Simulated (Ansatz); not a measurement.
Below is a relaxed structure of MgO. The cell was relaxed from a distorted copy of a database structure.

The calculation used DFT PBE, scalar-relativistic, plane waves, PAW in Ansatz 0.2.0. Cutoff 420 eV, Γ-centred mesh, Gaussian smearing, no spin polarisation.

```yaml
crystal:
  lattice:
    - [3.52092, 0.00000, 0.00000]
    - [-1.76046, 3.04921, 0.00000]
    - [0.00000, 0.00000, 4.23737]
  atoms:
    - { symbol: Mg, position: [0.66667, 0.33333, 0.75000] }
    - { symbol: Mg, position: [0.33333, 0.66667, 0.25000] }
    - { symbol: O, position: [0.66667, 0.33333, 0.25000] }
    - { symbol: O, position: [0.33333, 0.66667, 0.75000] }
```

Energies over the elements count from the elements' standard structures at the same level (O₂ as a molecule), with no fitted energy shifts.

(1) What space group does it have?

(2) How far does it lie from the elements in energy?

(3) Is it a metal?

## Answers

(1) P6_3/mmc (No. 194). Conventional cell: a = 3.521 Å, c = 4.237 Å. Around Mg lie 5 O at 2.03–2.12 Å; O has 5 Mg at 2.03–2.12 Å.

(2) −2.650 eV/atom. A negative formation energy is needed for stability but isn't enough: competing phases decide.

(3) No, the gap on the 9×9×6 mesh is 3.28 eV.

The last run used a 9×9×6 mesh (in the run's order of axes) for its 4-atom cell and Gaussian smearing of 0.02 eV. Kohn–Sham gaps at this level usually fall short of measured ones. A later test with randomly moved atoms came back to the same energy, though modes that don't fit the test's cell weren't probed.
